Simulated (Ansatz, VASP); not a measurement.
# ZrC: VASP beside Ansatz

```
Zr C
1.0
     0.00000    2.35021    2.35021
     2.35021    0.00000    2.35021
     2.35021    2.35021    0.00000
Zr C
1 1
Cartesian
  2.5093 2.1911 2.3502
  0.0000 0.0000 0.0000
```

Change from the starting cell: all Zr atoms moved +0.225 Å, as atom 1 along Cartesian [1 -1 0].

Alike in both runs: task single point; functional LDA; k mesh 18 × 18 × 18; occupations gaussian, width 0.15 eV; no spin polarisation.

|  | VASP | Ansatz |
| --- | --- | --- |
| version | VASP 6.6.1 | Ansatz 0.2.0 |
| potentials or method | VASP PAW LDA potentials, release 64 (Zr_sv, C) | scalar-relativistic, plane waves, PAW |
| plane-wave cutoff (eV) | 520 | 420 |
| valence electrons in the cell | 16 | 16 |

|  | VASP | Ansatz | Ansatz less VASP |
| --- | --- | --- | --- |
| gap on the k mesh at the Fermi level (eV) | none | none | - |
| pressure (GPa) | -4.1 | -4.7 | -0.60 |
| largest component of the traceless stress (GPa) | 4.79 | 4.76 | -0.026 |
| rms of the force components (eV/Å) | 0.847 | 0.836 | -0.0107 |

Atom by atom the forces differ by 0.011 eV/Å (rms over components). A gap of «none» marks a metal or a gap that the smearing closes.

Caveats: forces of over 1 eV/Å show positions far from the minimum, so gaps and moduli don't describe the material at rest.
